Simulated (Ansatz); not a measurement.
Runs of Ansatz 0.2.0 on PtS2. The structure is trigonal, space group P-3m1 (No. 164). The conventional cell has a = 3.543 Å, b = 3.543 Å, c = 5.039 Å, α = 90.00°, β = 90.00°, γ = 120.00°. Pt (site symmetry -3m) is surrounded by 6 S at 2.34 Å. S (site symmetry 3m) is surrounded by 3 Pt at 2.34 Å. 

| task | level | spin | cell | k mesh | smearing | points for each segment of the path | atoms under strain | gap on the mesh (eV) | pressure (GPa) | relaxed volume (Å³/atom) | largest force (eV/Å) |
| --- | --- | --- | --- | --- | --- | --- | --- | --- | --- | --- | --- |
| Born charges and dielectric tensor | PBEsol | off | as given | 9 × 9 × 5 | fixed | - | - | 0.95 | - | - | - |
| band structure | PBEsol | SOC, no magnetisation | as given | 7 × 7 × 4 | fermi-dirac 0.05 eV | 14 | - | 0.81 | 6.4 | - | 0.97 |
| phonons | PBEsol | off | as given | 7 × 7 × 4 | fixed | - | - | 0.76 | - | - | - |
| band structure | BLYP | off | as given | 9 × 9 × 5 | fermi-dirac 0.05 eV | 14 | - | 1.03 | 19.3 | - | 1.84 |
| elastic constants | PBEsol | off | as given | 7 × 7 × 4 | fixed | - | clamped | 0.76 | 6.4 | - | 0.95 |
| band structure | LDA | SOC, no magnetisation | as given | 7 × 7 × 4 | fermi-dirac 0.05 eV | 14 | - | (a) | 3.6 | - | 0.82 |
| relaxation of cell and atoms | PBEsol | off | relaxed | 9 × 9 × 5 | fermi-dirac 0.05 eV | - | - | 0.28 | 0.0 | 17.52 | - |
| relaxation of cell and atoms | RPBE | off | relaxed | 9 × 9 × 5 | fermi-dirac 0.05 eV | - | - | (b) | 0.0 | 27.23 | - |
| Born charges and dielectric tensor | PBE | off | as given | 9 × 9 × 5 | fixed | - | - | 1.02 | - | - | - |
| band structure | PBEsol | off | as given | 9 × 9 × 5 | fermi-dirac 0.05 eV | 14 | - | 0.95 | 6.4 | - | 0.95 |
| single point | PBEsol | off | as given | 9 × 9 × 5 | gaussian 0.02 eV | - | - | 0.95 | 6.4 | - | 0.95 |
| relaxation of cell and atoms | revPBE | off | relaxed | 9 × 9 × 5 | fermi-dirac 0.05 eV | - | - | 1.77 | 0.0 | 29.45 | - |

Alike in all rows: potentials or basis Ansatz PAW; cutoff (eV) 420.

Estimate the missing entries.

(a) 0.77; (b) 1.72.

Caveats: the PAW data sets come from PBE, with cores solved anew for the run's functional, which leaves a small shift of forces and pressure (some runs); spin-orbit coupling is left out, which moves the levels of the heavy elements (some runs); odd divisions of the mesh miss points on the zone boundary, where band edges often lie, so the gap on the mesh can be too wide (some runs); the plane-wave basis is chosen anew once the cell has moved, so the energies of steps on either side of that aren't comparable (some runs); the volume moved by over 15 % at a fixed basis, so the end points are rough (some runs); this functional lacks dispersion, which binds the layers, so the pressure and a relaxed spacing across them are unreliable, and here the layers came unbound (some runs); so large a pressure means that the cell lies far from this level's equilibrium, or that cutoff or potentials fall short (some runs).

A k mesh can miss the band edges, and rows without SOC leave out spin-orbit coupling on Pt.
